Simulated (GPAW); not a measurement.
# free-standing square Cr monolayer, spacing 2.714 A: which magnetic order is lowest

Wanted: the moments of free-standing square Cr monolayer, spacing 2.714 A and the energy of each order that was tried.

Calculated with GPAW 26.7.0; LDA; plane waves with GPAW's PAW setups, scalar-relativistic.

Most raw output is cut from this account.

## (1) The starting structure

The cell holds 1 atom: 1 Cr. Cell: a = 2.714 Å, b = 2.714 Å, c = 14.000 Å, α = 90.0°, β = 90.0°, γ = 90.0°. model lattice. Vacuum lies along c.

The settings of this session are not all sound (see the inputs), so it shows what such settings give, not the properties of the crystal.

## (2) Order 1, typed as ferro +

The parallel start comes first: it fits the smallest cell, keeps the most symmetry and shows whether parallel moments form.

Contents of order1.py:

```python
import json
import numpy as np
from ase import Atoms
from ase.parallel import paropen, parprint
from gpaw import GPAW

atoms = Atoms(['Cr'],
    cell=[[2.714, 0.0, 0.0],
         [0.0, 2.714, 0.0],
         [0.0, 0.0, 14.0]],
    scaled_positions=[[0.0, 0.0, 0.5]],
    pbc=True,
    magmoms=[2.5])
atoms.calc = GPAW(mode={'name': 'pw', 'ecut': 280.0},
    xc='LDA',
    kpts={'size': (10, 10, 1), 'gamma': True},
    occupations={'name': 'fermi-dirac', 'width': 0.15},
    convergence={'density': 1e-05, 'energy': 1e-05},
    maxiter=200,
    eigensolver='rmm-diis',
    symmetry={'tolerance': 1e-4},
    txt='order1.txt')
e = atoms.get_potential_energy(force_consistent=True)
res = {'free_energy': e, 'energy_sigma0': atoms.get_potential_energy(), 'fermi_energy': atoms.calc.get_fermi_level()}
res['moments'] = atoms.get_magnetic_moments().tolist()
res['total'] = atoms.get_magnetic_moment()
parprint('site moments (muB):', np.round(res['moments'], 3))
parprint(f"total moment: {res['total']:.3f} muB")
parprint(f'free energy: {e:.6f} eV')
atoms.calc.write('order1.gpw')
with paropen('results.json', 'w') as f:
    json.dump(res, f)
```

Run with:

```
$ OMP_NUM_THREADS=1 python3 order1.py > order1.log
```

Elapsed: 25 s, on 1 MPI rank of Intel Xeon Platinum 8488C (Sapphire Rapids), shared host; peak memory 0.15 GiB.

This step gave:

* magnetization: 4.280 μB
* final state: ferromagnetic
* largest moment: 3.432 μB

After 89 cycles the largest moment stands at 3.43 μB.

## (3) Start 2: antiferro q=(0,1/2,0) +-

Another pattern of signs weighs the neighbour shells otherwise.

This order needs a doubled cell of 2 atoms. Its mesh is chosen so that both cells sample the same points.

order2.py is the script of step 2 with these lines changed:

```diff
@@ -6,12 +6,13 @@
 
-atoms = Atoms(['Cr'],
+atoms = Atoms(['Cr', 'Cr'],
     cell=[[2.714, 0.0, 0.0],
-         [0.0, 2.714, 0.0],
+         [0.0, 5.428, 0.0],
          [0.0, 0.0, 14.0]],
-    scaled_positions=[[0.0, 0.0, 0.5]],
+    scaled_positions=[[0.0, 0.0, 0.5],
+         [0.0, 0.5, 0.5]],
     pbc=True,
-    magmoms=[2.5])
+    magmoms=[2.5, -2.5])
 atoms.calc = GPAW(mode={'name': 'pw', 'ecut': 280.0},
     xc='LDA',
-    kpts={'size': (10, 10, 1), 'gamma': True},
+    kpts={'size': (10, 5, 1), 'gamma': True},
     occupations={'name': 'fermi-dirac', 'width': 0.15},
@@ -21,3 +22,3 @@
     symmetry={'tolerance': 1e-4},
-    txt='order1.txt')
+    txt='order2.txt')
 e = atoms.get_potential_energy(force_consistent=True)
@@ -29,3 +30,3 @@
 parprint(f'free energy: {e:.6f} eV')
-atoms.calc.write('order1.gpw')
+atoms.calc.write('order2.gpw')
 with paropen('results.json', 'w') as f:
```

Run with:

```
$ OMP_NUM_THREADS=1 python3 order2.py > order2.log
```

Elapsed: 44 s, on 1 MPI rank; peak memory 0.18 GiB.

Read from the output:

- magnetization: 0 μB
- final state: antiferromagnetic
- largest moment: 3.518 μB

It lies 350 meV a seeded atom under the first start, and its largest moment is 3.52 μB against 3.43 μB.

## (4) Run 3 (antiferro q=(1/2,1/2,0) +-)

An opposed order shows whether the pairs that it reverses prefer unlike signs.

This order needs a doubled cell of 2 atoms. Its mesh is chosen so that both cells sample the same points.

order3.py is the script of step 3 with these lines changed:

```diff
@@ -7,7 +7,7 @@
 atoms = Atoms(['Cr', 'Cr'],
-    cell=[[2.714, 0.0, 0.0],
-         [0.0, 5.428, 0.0],
+    cell=[[5.428, 0.0, 0.0],
+         [2.714, 2.714, 0.0],
          [0.0, 0.0, 14.0]],
     scaled_positions=[[0.0, 0.0, 0.5],
-         [0.0, 0.5, 0.5]],
+         [0.5, 0.0, 0.5]],
     pbc=True,
@@ -16,3 +16,3 @@
     xc='LDA',
-    kpts={'size': (10, 5, 1), 'gamma': True},
+    kpts={'size': (5, 10, 1), 'gamma': True},
     occupations={'name': 'fermi-dirac', 'width': 0.15},
@@ -22,3 +22,3 @@
     symmetry={'tolerance': 1e-4},
-    txt='order2.txt')
+    txt='order3.txt')
 e = atoms.get_potential_energy(force_consistent=True)
@@ -30,3 +30,3 @@
 parprint(f'free energy: {e:.6f} eV')
-atoms.calc.write('order2.gpw')
+atoms.calc.write('order3.gpw')
 with paropen('results.json', 'w') as f:
```

Run with:

```
$ OMP_NUM_THREADS=1 python3 order3.py > order3.log
```

Run time: 54 s. Hardware: 1 MPI rank; peak memory 0.2 GiB.

Spin moment in the augmentation sphere by atom:

| atom | spin moment in the augmentation sphere (μB) |
| --- | --- |
| Cr1 | 3.39 |
| Cr2 | -3.39 |

Numbers from this step:

| Item | Value |
| --- | --- |
| magnetization | 0 μB |
| final state | antiferromagnetic |

It lies 521 meV a seeded atom under the first start, and its largest moment is 3.39 μB against 3.43 μB.

## (5) Order 4, typed as no spin polarisation

This run holds no moments, which gives a state to set the others against.

Contents of nospin.py:

```python
import json
import numpy as np
from ase import Atoms
from ase.parallel import paropen, parprint
from gpaw import GPAW

atoms = Atoms(['Cr'],
    cell=[[2.714, 0.0, 0.0],
         [0.0, 2.714, 0.0],
         [0.0, 0.0, 14.0]],
    scaled_positions=[[0.0, 0.0, 0.5]],
    pbc=True)
atoms.calc = GPAW(mode={'name': 'pw', 'ecut': 280.0},
    xc='LDA',
    kpts={'size': (10, 10, 1), 'gamma': True},
    occupations={'name': 'fermi-dirac', 'width': 0.15},
    convergence={'density': 1e-05, 'energy': 1e-05},
    maxiter=200,
    eigensolver='rmm-diis',
    symmetry={'tolerance': 1e-4},
    txt='nospin.txt')
e = atoms.get_potential_energy(force_consistent=True)
res = {'free_energy': e, 'energy_sigma0': atoms.get_potential_energy(), 'fermi_energy': atoms.calc.get_fermi_level()}
parprint(f'free energy: {e:.6f} eV')
atoms.calc.write('nospin.gpw')
with paropen('results.json', 'w') as f:
    json.dump(res, f)
```

Run with:

```
$ OMP_NUM_THREADS=1 python3 nospin.py > nospin.log
```

Elapsed: 24 s, on 1 MPI rank; peak memory 0.14 GiB.

The run stopped without converging, so none of its numbers is a property of the system.

A smaller mixing step or another start is the usual next try.

## (6) Ranking

These are free energies at a smearing of 0.15 eV, so its entropy term is in the differences. They are divided by the number of seeded atoms, so that cells of unlike size compare. Wavevectors q in the names are fractions of the reciprocal vectors of the first run's cell.

Orders:

| start | final state | typed order kept | energy over the lowest (meV a seeded atom) | largest site moment (μB) | net moment (μB a primitive cell) | mesh matched | CPU time (s) |
| --- | --- | --- | --- | --- | --- | --- | --- |
| ferro + | ferromagnetic | yes | 521.2 | 3.432 | 4.28 | yes | 23.5 |
| antiferro q=(0,1/2,0) +- | antiferromagnetic | yes | 170.7 | 3.518 | 7.24e-5 | yes | 43.55 |
| antiferro q=(1/2,1/2,0) +- | antiferromagnetic | yes | 0 | 3.393 | 0 | yes | 54.31 |

## (7) Summary of results

```yaml
lowest_state_found: antiferromagnetic (typed antiferro q=(1/2,1/2,0) +-)
largest_site_moment: 3.39 μB
next_state: antiferromagnetic, 171 meV a seeded atom higher
```

What this shows: The lowest state found is antiferromagnetic, reached from the start antiferro q=(1/2,1/2,0) +-, with moments up to 3.39 μB. The next state costs 171 meV a seeded atom. 1 start gave no converged result and is missing from the ranking; where cut off, the energy had nearly settled, +1353.0 meV a seeded atom from the lowest. This is the lowest of 3 finished starts, no proof of the ground state.

[Logs and program files are shortened in this print: banners, set-up blocks, solver, clock and traceback lines can be left out without a mark of their own.]

[Logs are printed without paths, hosts, clocks, repeated set-up lines and the standing remarks that a program may print on its own settings, such as how far it seeks lower states.]

[Hosts, paths, dates, database ids (printed as entryN), source tags and the programs' standing remarks are cut or masked in the printed files.]

[Where a cell is said to come from a database of computed structures, the database is the Materials Project.]
